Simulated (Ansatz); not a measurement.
## Co under changes of volume

One of the cells (10.688 Å³/atom); the others are scaled copies at fixed shape and fractional positions:

```
Co
1.0
     2.47056    0.00000    0.00000
    -1.23528    2.13957    0.00000
     0.00000    0.00000    8.08823
Co
4
Cartesian
  1.2353 0.7132 6.0662
  0.0000 0.0000 4.0441
  0.0000 1.4264 2.0221
  0.0000 0.0000 0.0000
```

* Program: Ansatz 0.2.0
* Functional: PBE
* Potentials or basis: Ansatz PAW
* Cutoff: 420 eV (not typed: the program's choice for these potentials)
* k mesh: 12 × 12 × 4
* Occupations: fermi-dirac, width 0.05 eV
* Spin: collinear spin, ferromagnetic start
* Starting moments: [2.0, 2.0, 2.0, 2.0] μB

```tsv
volume (Å³/atom)	energy over the lowest point (meV/atom)	pressure (GPa)	moment (μB per cell)
10.047	?	?	?
10.261	29.04	14.7	6.40
10.475	12.84	9.5	6.52
10.688	3.31	4.7	6.61
10.902	0.00	0.3	6.68
11.116	2.29	-3.6	6.74
11.330	9.51	-7.1	6.80
```

Problem. What does the run at 10.047 Å³/atom give?

Solution. Energy over the lowest point 52.41 meV/atom; pressure 20.6 GPa; moment 6.27 μB per cell.

Worked out: A Birch-Murnaghan fit of order 3 (a polynomial in V^(-2/3)) to the other rows has its minimum at 10.92 Å³/atom with B0 = V·E''(V) = 211 GPa and B' = 4.1 at fixed shape and positions, which overstates the stiffness. It gives 52.84 meV/atom at 10.047 Å³/atom, against the run's 52.41, and -dE/dV = 20.8 GPa, against 20.6. A parabola through the other rows of the moment, of slope 0.611 μB per Å³/atom there, extrapolates to 6.28 μB, against the run's 6.27.

Energies are extrapolated to zero smearing.
